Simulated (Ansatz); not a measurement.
# Mg: the cost of one run

Program: Ansatz 0.2.0. Level of theory: DFT PBE, scalar-relativistic. These are calculated values, not measurements.

## 1. The starting structure

It takes space group P6_3/mmc (No. 194, hexagonal). The conventional cell has a = 3.209 Å, b = 3.209 Å, c = 5.210 Å, α = 90.00°, β = 90.00°, γ = 120.00°. Mg (site symmetry -6m2) is surrounded by 12 Mg at 3.20 to 3.21 Å.

Structure file:

```
Mg
1.0
     3.20927    0.00000    0.00000
    -1.60464    2.77931    0.00000
     0.00000    0.00000    5.21033
Mg
2
Direct
  0.33333 0.66667 0.25000
  0.66667 0.33333 0.75000
```

Atoms are numbered in the order of the input: Mg1, Mg2.

## 2. The deformed structure

Space group P6_3/mmc before, P6_3/mmc after.

## 3. Full-potential LAPW

Contents of input.yaml:

```yaml
crystal:
  lattice:
    - [3.2092715325, 0.0, 0.0]
    - [-1.6046357662, 2.7793106748, 0.0]
    - [0.0, 0.0, 5.3145366]
  atoms:
    - { symbol: Mg, position: [0.3333333333, 0.6666666667, 0.25] }
    - { symbol: Mg, position: [0.6666666667, 0.3333333333, 0.75] }
kpoints:
  mp_grid: { grid: [12, 12, 7] }
  band_path:
    path:
      - [0.0, 0.0, 0.0]
      - [0.5, 0.0, 0.0]
      - [0.3333333333, 0.3333333333, 0.0]
      - [0.0, 0.0, 0.0]
      - [0.0, 0.0, 0.5]
      - [0.5, 0.0, 0.5]
      - [0.3333333333, 0.3333333333, 0.5]
      - [0.0, 0.0, 0.5]
      - [0.5, 0.0, 0.5]
    npoints: 5
scf:
  occupations: { method: fermi_dirac, width: 0.08 }
hamiltonian:
  xc: pbe
  pseudopotentials: { kind: all_electron, lapw: { basis_error: 0.0005 } }
output:
  forces: true
  stress: true
  eigenvalues: true
```

The run is started by

```console
ansatz run input.yaml --threads 1 --pin off --max-ram 3072MiB --backend cpu --events-out ev --progress --plain --runs-dir out
```

What time and memory should one allow on 1 thread of Arm Neoverse V1, shared host?

About 5.6 s, with a peak of 0.24 GiB.
